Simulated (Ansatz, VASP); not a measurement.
P in VASP and in Ansatz

The input INCAR:

```
SYSTEM = P
  PREC = Accurate
  ENCUT = 520
  EDIFF = 1E-7
  ISMEAR = -1
  SIGMA = 0.05
  LREAL = .False.
  LASPH = .True.
  NELM = 60
  ALGO = Normal
  ISIF = 2
  LWAVE = .False.
  LCHARG = .False.
  GGA = PE
  NBANDS = 12
```

Contents of KPOINTS:

```
regular mesh
0
Gamma
  11 11 6
  0 0 0
```

File POSCAR:

```
P
1.0
    2.4566016405      0.0000000000      0.0000000000
    0.0000000000      2.4706248129      0.0000000000
   -0.0205817893      0.0000000000      4.9162880222
P
2
Direct
    0.0000000300      0.0000000000      0.7494253600
    0.9999999700      0.0000000000      0.2505746400
```

File input.yaml:

```yaml
crystal:
  lattice:
    - [2.4566016405, 0.0, 0.0]
    - [0.0, 2.4706248129, 0.0]
    - [-0.0205817893, 0.0, 4.9162880222]
  atoms:
    - { symbol: P, position: [3.0e-08, 0.0, 0.74942536] }
    - { symbol: P, position: [0.99999997, 0.0, 0.25057464] }
hamiltonian:
  xc: pbe
  pseudopotentials: { kind: paw }
kpoints:
  mp_grid: { grid: [11, 11, 6] }
scf:
  occupations: { method: fermi_dirac, width: 0.05 }
output:
  forces: true
  stress: true
  eigenvalues: true
```

Change from the starting cell: volume scaled by 1.04.

Alike in both runs: task single point; functional PBE; k mesh 11 × 11 × 6; occupations fermi-dirac, width 0.05 eV; no spin polarisation.

|  | VASP | Ansatz |
| --- | --- | --- |
| version | VASP 6.6.1 | Ansatz 0.2.0 |
| potentials or method | VASP PAW PBE potentials, release 64 (P) | Ansatz PAW |
| plane-wave cutoff (eV) | 520 | 420 |
| valence electrons in the cell | 10 | 10 |

```tsv
	VASP	Ansatz	Ansatz less VASP
gap on the k mesh at the Fermi level (eV)	none	none	-
pressure (GPa)	-2.2	-1.9	+0.24
largest component of the traceless stress (GPa)	1.45	1.42	-0.028
```

A gap of «none» marks a metal or a gap that the smearing closes.
